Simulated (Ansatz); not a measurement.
What does this script print? It uses Ansatz 0.2.0, Python API.

`lattice_al2o3.py`
```python
"""How the lattice of Al2O3 depends on the functional."""

import ansatz as az
import numpy as np

def edges_and_angles(cell):
    cell = np.asarray(cell)
    a, b, c = np.linalg.norm(cell, axis=1)
    cosines = cell[1] @ cell[2] / (b * c), cell[0] @ cell[2] / (a * c), cell[0] @ cell[1] / (a * b)
    return (a, b, c, *np.degrees(np.arccos(cosines)))

xtal = (
    az.Lattice.of([3.01748, 0.0, 0.0], [-1.50874, 2.61322, 0.0], [0.0, 0.0, 7.57464])
    .atom("Al", [0.0, 0.0, 0.27795])
    .atom("Al", [0.0, 0.0, 0.72205])
    .atom("O", [1 / 3, 2 / 3, 0.19945])
    .atom("O", [2 / 3, 1 / 3, 0.80055])
    .atom("O", [0.0, 0.0, 0.5])
)

calculation = (
    xtal.calculation()
    .kpoints(12, 12, 4)
    .occupations("gaussian", width=0.01)
    .relax(cell=True)
)

levels = [("lda", "none"), ("pbesol", "d3bj"), ("pbesol", "none")]
print("level            a       b       c    alpha   beta  gamma  V/atom  steps")
for name, dispersion in levels:
    seen = []
    run = calculation.functional(name, dispersion=dispersion).session().plan()
    done = run.execute(on_event=lambda e: seen.append(e) if e["event"] == "relax_step" else None)
    cell = done.lattice.cell_ang
    label = name if dispersion == "none" else f"{name}+{dispersion}"
    print("{:13s} {:7.4f} {:7.4f} {:7.4f} {:6.2f} {:6.2f} {:6.2f}".format(label, *edges_and_angles(cell)), f"{abs(np.linalg.det(cell)) / len(done.lattice.sites):7.3f} {len(seen):5d}")
```

```console
$ python lattice_al2o3.py
level            a       b       c    alpha   beta  gamma  V/atom  steps
DeckWarning: basis.ecutwfc = 420 eV, auto-derived from the records' recommended cutoffs: set by Al (normal level)
lda            2.9626  2.9626  7.3536  90.00  90.00 120.00  11.179    10
pbesol+d3bj    2.9754  2.9754  7.3143  90.00  90.00 120.00  11.216    11
pbesol         2.9885  2.9885  7.9725  90.00  90.00 120.00  12.333    16
```
(Warnings from the package without file and line.)

From smallest to largest: LDA (11.18 Å³ an atom, -6.4 % against the start), PBEsol+D3BJ (11.22 Å³ an atom, -6.1 % against the start) and PBEsol (12.33 Å³ an atom, +3.2 % against the start). The spread is 10.3 % in volume.

This cell is a computed structure, which may not be the phase found in nature. Timing: 120 s on 1 thread of Intel(R) Xeon(R) Processor @ 2.30GHz, on a shared host, peak memory 0.58 GiB.
